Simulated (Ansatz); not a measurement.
## AlAu under changes of volume

One of the cells (16.755 Å³/atom); the others are scaled copies at fixed shape and fractional positions:

```
Au Al
1.0
     3.22394    0.00000    0.00000
     0.00000    3.22394    0.00000
     0.00000    0.00000    3.22394
Au Al
1 1
Cartesian
  1.6120 1.6120 1.6120
  0.0000 0.0000 0.0000
```

The cell comes from a database or a generator and needn't be the stable form of this composition.

| Quantity | Value |
| --- | --- |
| Program | Ansatz 0.2.0 |
| Functional | LDA |
| Potentials or basis | all-electron LAPW, scalar-relativistic |
| Cutoff | 207 eV (chosen from the basis error) |
| Basis error allowed | 0.001 eV/atom |
| k mesh | 8 × 8 × 8 |
| Occupations | fermi-dirac, width 0.05 eV |
| Spin | no spin polarisation |

```tsv
volume (Å³/atom)	energy over the lowest point (meV/atom)	pressure (GPa)
15.749	0.00	-1.0
16.084	4.77	-3.6
16.419	14.95	-6.0
16.755	29.75	-7.9
17.090	48.17	-9.5
17.425	?	?
17.760	93.40	-12.1
```

Q: What does the run at 17.425 Å³/atom give?

A: Energy over the lowest point 69.44 meV/atom; pressure -10.9 GPa.

Worked out: A Birch-Murnaghan fit of order 3 (a polynomial in V^(-2/3)) to the other rows has its minimum at 15.67 Å³/atom, just outside them, with B0 = V·E''(V) = 153 GPa and B' = 7.4. It gives 69.59 meV/atom at 17.425 Å³/atom, against the run's 69.44, and -dE/dV = -10.9 GPa, against -10.9.

Energies are extrapolated to zero smearing.
